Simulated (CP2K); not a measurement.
## Te2Pt (Moncheite) in CP2K: the effect of functional

The system is Te2Pt (Moncheite).

```
Pt Te
1.0
     4.01000    0.00000    0.00000
    -2.00500    3.47276    0.00000
     0.00000    0.00000    5.20100
Pt Te
1 2
Direct
  0.00000 0.00000 0.00000
  0.66667 0.33333 0.75000
  0.33333 0.66667 0.25000
```

Alike in all runs:

```yaml
Program: CP2K 2026.2
Task: band structure
Density_cutoff: 6123 eV
k_mesh: 8 × 8 × 5
Occupations: fermi-dirac, width 0.05 eV
Spin: no spin polarisation
```

```csv
functional,potentials or basis,pressure (GPa),largest force (eV/Å)
LDA,"GTH_POTENTIALS Pt GTH-PADE-q18, Te GTH-PADE-q6; TZVP-MOLOPT-PBE-GTH basis",-0.1,1.02
PBE,"POTENTIAL_UZH Pt GTH-PBE-q18, Te GTH-PBE-q6; TZVP-MOLOPT-PBE-GTH basis",?,?
PBEsol,"POTENTIAL_UZH Pt GTH-PBE-q18, Te GTH-PBE-q6; TZVP-MOLOPT-PBE-GTH basis",7.8,1.14
```

Task: What does the run with functional PBE give?

Result: Pressure 11.0 GPa; largest force 1.26 eV/Å.

Caveats: the basis of atomic orbitals isn't converged, which shifts pressures, moduli and gaps; forces of over 1 eV/Å show positions far from the minimum, so gaps and moduli don't describe the material at rest (some runs); the potentials were made for another functional, which shifts forces and pressure (some runs).
